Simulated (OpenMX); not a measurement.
Crystal: TePb.

```xyz
2
Lattice="0.0000 3.2310 3.2310 3.2310 0.0000 3.2310 3.2310 3.2310 0.0000" Properties=species:S:1:pos:R:3 pbc="T T T"
Pb    0.0000    0.0000    0.0000
Te    3.2310    3.2310    3.2310
```

Base run:

| Quantity | Value |
| --- | --- |
| Program | OpenMX 3.8.5 |
| Functional | PBE |
| Potentials or basis | OpenMX 2013 PBE set, Pb8.0-s3p2d2, Te7.0-s3p2d2, grid cutoff 500 Ry |
| k mesh | 7 × 7 × 7 |
| Occupations | fermi-dirac, width 0.05 eV |
| Spin | no spin polarisation |

Its results: pressure 3.4 GPa.

Problem. The run is repeated on the same cell with these changes: functional from PBE to LDA; potentials or basis from OpenMX 2013 PBE set, Pb8.0-s3p2d2, Te7.0-s3p2d2, grid cutoff 500 Ry to OpenMX 2013 LDA set, Pb8.0-s3p2d2f1, Te7.0-s3p2d2f1, grid cutoff 500 Ry. What comes out?

Solution. Pressure -1.1 GPa.

Caveats: the basis of atomic orbitals isn't converged, which shifts pressures, moduli and gaps.

Not every run made on this cell is shown here.
